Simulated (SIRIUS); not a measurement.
A run of SIRIUS 7.12.0:

File sirius.json:

```json
{
  "control": {
    "processing_unit": "cpu",
    "verbosity": 2,
    "num_bands_to_print": 44,
    "print_forces": true,
    "print_stress": true
  },
  "parameters": {
    "electronic_structure_method": "pseudopotential",
    "xc_functionals": ["XC_GGA_XC_B97_D"],
    "gk_cutoff": 9.2,
    "pw_cutoff": 18.4,
    "ngridk": [3, 3, 3],
    "shiftk": [0, 0, 0],
    "smearing": "fermi_dirac",
    "smearing_width": 0.0018374661,
    "num_bands": 44,
    "num_mag_dims": 0,
    "num_dft_iter": 100,
    "energy_tol": 1e-08,
    "density_tol": 1e-06
  },
  "iterative_solver": {
    "type": "davidson",
    "min_tolerance": 1e-10
  },
  "mixer": {
    "type": "anderson",
    "beta": 0.7,
    "max_history": 8
  },
  "settings": {
    "tol_ne": 1e-10,
    "pseudo_grid_cutoff": 6.5
  },
  "unit_cell": {
    "lattice_vectors": [
      [-4.957387442145, 9.026755889296, 8.393548764922],
      [4.957387442145, -9.026755889296, 8.393548764922],
      [4.957387442145, 9.026755889296, -8.393548764922]
    ],
    "atom_coordinate_units": "lattice",
    "atom_types": ["Si", "O"],
    "atom_files": {
      "Si": "Si.json",
      "O": "O.json"
    },
    "atoms": {
      "Si": [
        [0.26034098, 0.84494489, 0.41539609],
        [0.0704512, 0.15505511, 0.91539609],
        [0.73965902, 0.15505511, 0.58460391],
        [0.9295488, 0.84494489, 0.08460391]
      ],
      "O": [
        [0.5, 0.0, 0.5],
        [0.0, 0.0, 0.0],
        [0.79317541, 0.0, 0.29317541],
        [0.20682459, 0.5, 0.20682459],
        [0.20682459, 0.0, 0.70682459],
        [0.79317541, 0.5, 0.79317541],
        [0.86931113, 0.11931113, 0.75],
        [0.13068887, 0.88068887, 0.25]
      ]
    }
  }
}
```

Potentials or basis: PseudoDojo 0.4.1 PBE standard (scalar relativistic).

Command:

```bash
$ upf_to_json Si.upf
$ upf_to_json O.upf
$ OMP_NUM_THREADS=4 sirius.scf --input=sirius.json --output=out.json --task=0
```

Hardware: 4 threads of Intel(R) Xeon(R) 6975P-C (Granite Rapids) (shared host).

Question: Estimate the wall time of this run.

Answer: It took 75 s on 4 threads of Intel(R) Xeon(R) 6975P-C (Granite Rapids) (shared host), peak memory 1.2 GiB. Counts: scf iterations 20, k points 8, plane waves 19817, bands 44.
